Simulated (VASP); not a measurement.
**VASP 6.6.1 run: KCl**

INCAR

```
ISPIN = 2
EDIFF = 1E-7
LASPH = .FALSE.
LWAVE = .FALSE.
NELM = 120
MAGMOM = -1 1
METAGGA = R2SCAN
NBANDS = 15
NSW = 0
ISMEAR = 0
LREAL = .FALSE.
SIGMA = 0.01
PREC = Accurate
ENCUT = 520
ALGO = Normal
ISIF = 2
LCHARG = .FALSE.
IBRION = -1
```

KPOINTS

```
KPOINTS created by Atomic Simulation Environment
0
Gamma
8 8 8
0 0 0
```

POSCAR

```
K  Cl
 1.0000000000000000
    -0.0000000000000000    3.5072828304314339    3.5072828304314339
     3.5072828304314339    0.0000000000000000    3.5072828304314339
     3.5072828304314339    3.5072828304314339    0.0000000000000000
 K   Cl
   1   1
Cartesian
 -0.0000000000000000  0.0000000000000000 -0.0000000000000000
  1.7536414152157167  1.7536414152157167  1.7536414152157167
```

The recommended PBE PAW datasets give the neutral cell 16 valence electrons.

Command

```
mpirun -np 1 vasp_std
```

OSZICAR

```
N       E                     dE             d eps       ncg     rms          rms(c)
DAV:   1     0.921035681172E+02    0.92104E+02   -0.68197E+03  1740   0.930E+02
DAV:   2    -0.116903989439E+02   -0.10379E+03   -0.95049E+02  2299   0.234E+02
DAV:   3    -0.196871269986E+02   -0.79967E+01   -0.79500E+01  2377   0.564E+01
DAV:   4    -0.201012335581E+02   -0.41411E+00   -0.41386E+00  2921   0.112E+01
DAV:   5    -0.201047515682E+02   -0.35180E-02   -0.35180E-02  2405   0.123E+00    0.617E+00
DAV:   6    -0.161891651600E+02    0.39156E+01   -0.17060E+00  2567   0.102E+01    0.283E+00
DAV:   7    -0.161651510584E+02    0.24014E-01   -0.27720E-01  2084   0.338E+00    0.194E+00
DAV:   8    -0.161961259734E+02   -0.30975E-01   -0.84016E-02  2069   0.195E+00    0.103E+00
DAV:   9    -0.162118542977E+02   -0.15728E-01   -0.10114E-02  2119   0.887E-01    0.442E-01
DAV:  10    -0.162186573207E+02   -0.68030E-02   -0.34680E-03  2202   0.503E-01    0.207E-01
DAV:  11    -0.162201345439E+02   -0.14772E-02   -0.64481E-04  2020   0.203E-01    0.138E-01
DAV:  12    -0.162215195190E+02   -0.13850E-02   -0.80668E-04  1859   0.185E-01    0.438E-02
DAV:  13    -0.162217133301E+02   -0.19381E-03   -0.12697E-04  2125   0.897E-02    0.131E-02
DAV:  14    -0.162217215368E+02   -0.82066E-05   -0.11466E-05  1937   0.264E-02    0.474E-03
DAV:  15    -0.162217305970E+02   -0.90603E-05   -0.82524E-06  1782   0.223E-02    0.244E-03
DAV:  16    -0.162217303562E+02    0.24085E-06   -0.34938E-06  1754   0.154E-02    0.582E-04
DAV:  17    -0.162217304764E+02   -0.12026E-06   -0.14743E-06  1782   0.101E-02    0.332E-04
DAV:  18    -0.162217305422E+02   -0.65789E-07   -0.21112E-06  1747   0.118E-02    0.241E-04
DAV:  19    -0.162217302068E+02    0.33546E-06   -0.11913E-06  1746   0.882E-03    0.111E-04
DAV:  20    -0.162217302252E+02   -0.18394E-07   -0.43933E-07  1731   0.538E-03
   1 F= -.16221730E+02 E0= -.16221730E+02  d E =-.308591E-26  mag=     0.0000
```

It converged. Results: pressure 0.0 GPa; magnetic moment of the cell 0.00 μB.

For comparison, a separate r²SCAN run of the intended cell, on usual settings and not on those above, gives a gap of 5.35 eV on its mesh and a pressure of 0.0 GPa.

The run above took about 5.5 min on one core of a shared host (Intel Xeon Platinum 8488C) and held 0.33 GiB at most.
